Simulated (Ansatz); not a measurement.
# TiO (P-6m2) in Ansatz: notebook

Runs on TiO. Level: PBEsol+U. Tasks: single point.

Everything below comes from runs of Ansatz 0.2.0. Logs are shortened: lines on timing, memory, paths and dates and some standing lists are left out, and cuts for length are marked.

### Step 1. Starting point

The structure is hexagonal, space group P-6m2 (No. 187). Conventional cell: a = 3.009 Å, b = 3.009 Å, c = 2.937 Å, α = 90.00°, β = 90.00°, γ = 120.00°. Ti (site symmetry -6m2) is surrounded by 6 O at 2.27 Å. Around O (site symmetry -6m2) lie 6 Ti at 2.27 Å.

The cell comes from a database or a generator and needn't be the stable form of this composition.

### Step 2. Single point, PBEsol+U, collinear spin, random start

input.yaml reads:

```yaml
crystal:
  lattice:
    - [3.00943415, 0.0, 0.0]
    - [-1.50471708, 2.60624643, 0.0]
    - [0.0, 0.0, 2.93705863]
  atoms:
    - { symbol: Ti, position: [0.0, 0.0, 0.0], spin: 1.07 }
    - { symbol: O, position: [0.6666666667, 0.3333333333, 0.5] }
hamiltonian:
  xc: pbesol
  pseudopotentials: { kind: paw }
  hubbard: { sites: [{ species: Ti, l: d, u_eff: 4.0 }] }
magnetization:
  spin_polarized: true
kpoints:
  mp_grid: { grid: [7, 7, 6] }
scf:
  occupations: { method: gaussian, width: 0.05 }
output:
  forces: true
  stress: true
  eigenvalues: true
```

Potentials or basis: Ansatz PAW.

Launch:

```bash
ansatz run input.yaml --threads 2 --pin off --max-ram 5632MiB --backend cpu --events-out ev --progress --plain --runs-dir out
```

Standard output:

```text
Warning: RAYON_NUM_THREADS=2 ignored (pool sized by the plan → 2); use --threads N
Ti: projections on atomic orbitals take those of the free atom [Ne] 3s2 3p6 3d2 4s2, of charge +0.00 (hamiltonian.pseudopotentials.projection_atoms); the dataset's partial waves leave at most 4.1e-7 of an orbital's norm unspanned inside its sphere
O: projections on atomic orbitals take those of the free atom [He] 2s2 2p4, of charge +0.00 (hamiltonian.pseudopotentials.projection_atoms); the dataset's partial waves leave at most 1.9e-8 of an orbital's norm unspanned inside its sphere
Engine: ansatz 0.2.0, aarch64-unknown-linux-gnu
Pseudopotentials: kind: paw
Pseudopotential: Ti, paw, valence charge 12, recommended cutoff 420 eV (normal), Ti.paw.azcp
Pseudopotential: O, paw, valence charge 6, recommended cutoff 420 eV (normal), O.paw.azcp
Functional definition: PBEsol
  exchange = pbesol_x
  correlation = pbesol_c
Crystal: 2 atoms, lattice volume = 23.036 Å³
Basis set: ecut = 420 eV, 405 PW (Γ), exchange–correlation on 48×48×40 points (8 copies of the dense FFT grid, shifted against one another)
Bands: 14, of which v1, the nominal top of the filled ones, is band 9 counted from 1 (8 counted from 0)
Symmetry: 12 space group operations
Space group: P-6m2 (ITA 187), of the structure as read, at distance tolerance 2.8e-5 Å
Magnetic group: BNS 187.209 (UNI 1439), of the structure as read, at distance tolerance 2.8e-5 Å
k-points: 32 of 294 (time reversal used)
Non-local potential: Ti, projectors of the file, l = 0: 3, l = 1: 2, l = 2: 3, l = 3: 1
Non-local potential: O, projectors of the file, l = 0: 2, l = 1: 2, l = 2: 1
PAW form: soft (Blöchl's): semilocal exchange-correlation on the pseudo side does not see the compensation charge
PAW frozen core: Ti, regenerated for the run's functional, and the local potential with it (the file was generated under x = pbe(κ = 0.804, μ = 0.2195149727645171), c = pbe(β = 0.06672455060314922))
PAW frozen core: O, regenerated for the run's functional, and the local potential with it (the file was generated under x = pbe(κ = 0.804, μ = 0.2195149727645171), c = pbe(β = 0.06672455060314922))
PAW one-centre angular grid: Ti, 590 points (default); XC on 64 Gauss nodes
PAW one-centre angular grid: O, 110 points (default); XC on 64 Gauss nodes
Initial density: superposition of atomic densities (chi_scale 0.1, normalization cell, long waves kept (reshape's long-wave potential 0.00 eV rms))
Starting moments: Σ|m| = 1.07 μB on 1 of 2 sites
Initial wavefunctions: pseudopotential atomic-orbital guess
Functional: x = pbesol(κ = 0.804, μ = 0.12345679012345678), c = pbesol(β = 0.046)
SCF iter   1: F=—  HF=-3032.973813 eV  |F-HF|=—  |Δ(HF+E_count)|=         —  Δρ=6.27e-2 (↑6.13e-2 ↓6.27e-2)  dr2=2.46e0  dr2_m=1.73e-1  M=0.624 μB ∫|m|=0.852 μB  β_m=0.30  ethr=3.10e-3  ⟨swp⟩=4.5  Hψ=3847  notcnv=0
preconditioner: auto → none  [metal: Δε(μ)=0.015 eV  Ē_g=9.553 eV  σ=0.050 eV  W_gap=0.17  n_scr=8 (ndim 8)  ℏωp=24.5 eV  f_vac=0.000  D(μ)=3.91/eV (n_scr^D=70)  sad-step TF]
SCF iter   2: F=—  HF=-3032.803402 eV  |F-HF|=—  |Δ(HF+E_count)|=   1.70e-1  Δρ=3.64e-2 (↑3.44e-2 ↓3.64e-2)  dr2=3.08e-1  dr2_m=1.72e-1  M=0.475 μB ∫|m|=0.643 μB  β_m=0.30  ethr=3.10e-3  ⟨swp⟩=2.2  Hψ=1838  notcnv=0  defer=46
SCF iter   3: F=—  HF=-3032.918196 eV  |F-HF|=—  |Δ(HF+E_count)|=   1.15e-1  Δρ=2.67e-2 (↑2.67e-2 ↓2.62e-2)  dr2=5.46e-2  dr2_m=1.25e-1  M=0.404 μB ∫|m|=0.542 μB  β_m=0.30  ethr=1.71e-3  ⟨swp⟩=2.1  Hψ=1336  notcnv=0  defer=46
[... 97 lines left out ...]
SCF 6 converged in 2 iterations: F = -3033.496073 eV  dr2 = 4.91e-10
iter 1 solved again at ethr=2.71e-12 eV; its pass at ethr=5.56e-6 eV (dr2=4.88e-10 eV) is discarded
SCF iter   1: F=—  HF=-3033.496073 eV  |F-HF|=—  |Δ(HF+E_count)|=         —  Δρ=1.45e-6 (↑1.45e-6 ↓8.62e-7)  dr2=4.87e-10  dr2_m=6.23e-11  M=1.999 μB ∫|m|=2.023 μB  ethr=2.71e-12  ⟨swp⟩=1.0  Hψ=16875  notcnv=0
SCF iter   2: F=—  HF=-3033.496073 eV  |F-HF|=—  |Δ(HF+E_count)|=   4.61e-8  Δρ=4.59e-5 (↑4.59e-5 ↓3.88e-5)  dr2=1.37e-6  dr2_m=3.50e-8  M=1.999 μB ∫|m|=2.023 μB  ethr=5.56e-6  ⟨swp⟩=1.5  Hψ=13254  notcnv=0
SCF iter   3: F=-3033.496073 eV  HF=-3033.496073 eV  |F-HF|=9.60e-10  |Δ(HF+E_count)|=   8.06e-8  Δρ=2.50e-6 (↑2.46e-6 ↓2.50e-6)  dr2=2.68e-9  dr2_m=3.33e-10  M=1.999 μB ∫|m|=2.023 μB  ethr=5.56e-10  ⟨swp⟩=1.5  Hψ=7436  notcnv=0
an SCF along what the orbitals of the run's state read of its open shells (or to have them read: on a GPU, or by another smearing), with 10 of the crystal's symmetry operations given up (100 k-points in place of 32), reached no lower state that the run goes on to. This is no proof of a minimum
SCF converged after 2 iterations
Magnetization: 1.9990 μB (9.9995 up, 8.0005 down)
Absolute magnetization: 2.0244 μB (∫|ρ↑−ρ↓|, with the PAW one-centre terms)
Spin contamination: 0.0069 ħ² per cell (⟨S²⟩ above its minimum at these occupations)
Per-site moments (μB) at R_I (Å): [(1.4155341954202856, 0.938424020911005), (0.011584821398747582, 0.938424020911005)]
Free energy (F): -3033.496073 eV
Harris-Foulkes:  -3033.496073 eV  (|F-HF|=4.45e-10)
Internal energy: -3033.495862 eV  (E = F + TS)
E sigma→0 (E₀):  -3033.495968 eV
Entropy (-TS):   -0.000211 eV (-0.105 meV/atom)
Fermi energy:    14.055983 eV
--- Per-component energies (eV) ---
  E_band       = -139.501741
  E_kinetic    = 447.909222
  E_local      = -1052.209513  (includes V_loc(G=0)·N_el)
  E_nonlocal   = 62.287339
  E_hartree    = 414.117139
  E_xc         = -169.437726
  E_vxc        = -214.859924  (∫ρ·V_xc dr)
  E_hubbard    = 1.556212  (on-site DFT+U / exact-exchange correction)
  E_vhub       = -2.089077  (the Hubbard potential's part of the band-sum identity)
  E_paw        = -1176.950728  (= ΣΔE_a)
  E_vpaw       = -208.775916  (= ΣTr[D̂ρ^β])
  E_aug_tail   = 0.002611  (compensation charges beyond the density's cutoff)
  E_ewald      = -1560.945093
  E_core_change = 0.174672  (= ΣΔE_core)
  E_smearing   = -0.000211  (= −TS)
  E_closure    = -0.000000  (closes the sum)
  Σ components = -3033.496073   (vs F -3033.496073, Δ=0.00e0)
--- Forces (eV/Å), atoms counted from 1 ---
  atom   1  Ti    -0.00000000     0.20383837     0.00000000
  atom   2  O      0.00000000    -0.20384052     0.00000000
  max |Σ_I F_I| component: 2.15e-6 eV/Å
--- Stress (GPa, compression-positive) ---
        5.069385       0.000000       0.000000
        0.000000       1.984129       0.000000
        0.000000       0.000000      -8.217208
  P = ⅓ Tr σ = -0.3879 GPa (-3.879 kbar)
--- Band table (eV; the first three rows and the last of 128) ---
  k-point 0 ↑: bands = ["-43.8952", "-20.1867", "-20.0896", "-20.0490", "-6.2706", "8.5496", "9.1275", "9.6405", "9.6708", "13.6107", "13.7176", "16.2402", "17.0107", "17.1761"]
  k-point 1 ↑: bands = ["-43.8865", "-20.2022", "-20.1784", "-20.0405", "-6.0495", "7.6146", "8.7794", "9.6122", "10.9105", "13.0984", "14.6866", "15.7066", "17.1582", "17.1668"]
  k-point 2 ↑: bands = ["-43.8768", "-20.4159", "-20.1618", "-20.0238", "-5.5835", "5.9286", "9.3903", "9.8092", "12.0601", "12.2853", "15.1593", "16.7149", "16.9373", "16.9642"]
  k-point 63 ↓: bands = ["-42.2493", "-18.8902", "-18.8694", "-18.6120", "-5.0623", "7.4961", "8.0146", "9.1037", "15.8805", "17.2968", "18.3880", "18.6857", "19.7114", "22.3826"]
Occupation matrices written to <dir>
```

Run time: 49 s. Hardware: 2 threads of Arm Neoverse V1, shared host; peak memory 0.48 GiB.

Results:

- Free energy: -3033.4961 eV
- Pressure: -0.4 GPa
- Largest force: 0.204 eV/Å
- Band gap on the k mesh: none (metal or under the smearing width)
- Net moment: 2.00 μB per cell
- Absolute moment: 2.02 μB per cell
- Site moments: Ti +1.42; O +0.01 μB

Forces on the atoms (eV/Å):
```
Ti   0.000  0.204  0.000
O    0.000 -0.204  0.000
```

Stress tensor (GPa, compression positive):
```
 5.07  0.00  0.00
 0.00  1.98  0.00
 0.00  0.00 -8.22
```

Eigenvalues of the final occupation matrices:
```
  site  spin  trace               eigenvalues
site 1     1   2.26  0.12 0.12 0.14 0.93 0.93
site 1     2   0.35  0.04 0.05 0.05 0.10 0.10
```

Caveat: the magnetic or orbital state may not be the lowest; the pressure holds a Pulay correction of +0.6 GPa for the finite cutoff; the PAW data sets come from PBE, with cores solved anew for the run's functional, which leaves a small shift of forces and pressure. The state reached can hang on the start; a lower one may exist.

### Step 3. Single point, PBEsol+U, non-collinear spin, random start

Edit input.yaml of step 2 so:

```diff
@@ -6,3 +6,3 @@
   atoms:
-    - { symbol: Ti, position: [0.0, 0.0, 0.0], spin: 1.07 }
+    - { symbol: Ti, position: [0.0, 0.0, 0.0], spin: 0.27, spin_axis: [-0.065, -0.207, -0.161] }
     - { symbol: O, position: [0.6666666667, 0.3333333333, 0.5] }
@@ -13,3 +13,4 @@
 magnetization:
-  spin_polarized: true
+  noncollinear: true
+  spin_orbit: false
 kpoints:
```

Potentials or basis: Ansatz PAW.

Launch:

```bash
ansatz run input.yaml --threads 2 --pin off --max-ram 5632MiB --backend cpu --events-out ev --progress --plain --runs-dir out
```

Standard output:

```text
Warning: RAYON_NUM_THREADS=2 ignored (pool sized by the plan → 2); use --threads N
Ti: projections on atomic orbitals take those of the free atom [Ne] 3s2 3p6 3d2 4s2, of charge +0.00 (hamiltonian.pseudopotentials.projection_atoms); the dataset's partial waves leave at most 4.1e-7 of an orbital's norm unspanned inside its sphere
O: projections on atomic orbitals take those of the free atom [He] 2s2 2p4, of charge +0.00 (hamiltonian.pseudopotentials.projection_atoms); the dataset's partial waves leave at most 1.9e-8 of an orbital's norm unspanned inside its sphere
Engine: ansatz 0.2.0, aarch64-unknown-linux-gnu
Pseudopotentials: kind: paw
Pseudopotential: Ti, paw, valence charge 12, recommended cutoff 420 eV (normal), Ti.paw.azcp
Pseudopotential: O, paw, valence charge 6, recommended cutoff 420 eV (normal), O.paw.azcp
Functional definition: PBEsol
  exchange = pbesol_x
  correlation = pbesol_c
[... 154 lines left out ...]
--- Stress (GPa, compression-positive) ---
        5.069333       0.000000       0.000000
        0.000000       1.984111       0.000000
        0.000000       0.000000      -8.217190
  P = ⅓ Tr σ = -0.3879 GPa (-3.879 kbar)
--- Band table (eV; the first three rows and the last of 294) ---
  k-point 0: bands = ["-43.8951", "-42.3490", "-20.1867", "-20.0896", "-20.0489", "-18.7655", "-18.5777", "-18.3591", "-6.2706", "-6.1591", "8.5496", "9.1275", "9.6405", "9.6708", "9.7104", "9.7576", "9.8298", "13.6107", "13.7176", "14.0921", "15.7949", "16.2403", "17.0107", "17.1761", "17.6323", "18.0721"]
  k-point 1: bands = ["-43.8864", "-42.3366", "-20.2022", "-20.1783", "-20.0405", "-18.7565", "-18.6896", "-18.3498", "-6.0495", "-5.9466", "7.6146", "8.6387", "8.7794", "9.6122", "9.7728", "9.8837", "10.9105", "13.0984", "14.6866", "15.2008", "15.7066", "16.4176", "17.0824", "17.1582", "17.1668", "17.5173"]
  k-point 2: bands = ["-43.8767", "-42.3036", "-20.4158", "-20.1617", "-20.0238", "-18.9121", "-18.7387", "-18.3314", "-5.5835", "-5.5002", "5.9286", "7.0562", "9.3903", "9.8093", "9.8915", "9.9842", "12.0601", "12.2853", "15.1593", "16.5428", "16.7149", "16.8804", "16.9373", "16.9642", "17.1127", "17.9382"]
  k-point 293: bands = ["-43.8552", "-42.3057", "-20.3718", "-20.1629", "-20.1211", "-18.9373", "-18.6454", "-18.4384", "-5.6618", "-5.5623", "7.6602", "8.1516", "8.1711", "8.8619", "9.1312", "9.6090", "10.8401", "13.1579", "15.5057", "15.5609", "16.4253", "17.0565", "17.1241", "17.6209", "17.8934", "17.9686"]
Occupation matrices written to <dir>
```

occupation_matrices:

```text
# The occupation matrices of the corrected shells as a run of Ansatz 0.0.0 ended. An entry of
[... 31 lines left out ...]
      - [[6.517728789993299e-10, 1.739071960537348e-9], [-1.6099544711508292e-9, 1.1932998987447368e-10], [4.175160815512692e-10, -3.4271378952256063e-10], [1.7041125513327822e-9, 4.520534877548033e-9], [-0.10616403461152815, -0.33809161791671266], [-3.7126761151264898e-9, 1.6892133084015636e-10], [6.891823871735632e-10, -2.8596162799220176e-9], [4.875843025286905e-10, 1.025295309487819e-9], [-9.38021072820486e-9, 7.125097853703817e-10], [0.755469015323285, 0.0]]
```

Run time: 58 s. Hardware: 2 threads of Arm Neoverse V1, shared host; peak memory 0.68 GiB.

Results:

| Item | Value |
| --- | --- |
| Free energy | -3033.4961 eV |
| Pressure | -0.4 GPa |
| Largest force | 0.204 eV/Å |
| Band gap on the k mesh | none (metal or under the smearing width) |
| Net moment | 2.00 μB per cell |
| Absolute moment | 2.02 μB per cell |

Forces on the atoms (eV/Å):
```
Ti   0.000  0.204  0.000
O    0.000 -0.204  0.000
```

Moments on the atoms (μB; x, y, z):
```
Ti  -0.37 -1.17 -0.91
O   -0.05 -0.17 -0.13
```

Caveat: the magnetic or orbital state may not be the lowest; the pressure holds a Pulay correction of +0.6 GPa for the finite cutoff; the PAW data sets come from PBE, with cores solved anew for the run's functional, which leaves a small shift of forces and pressure. The state reached can hang on the start; a lower one may exist.
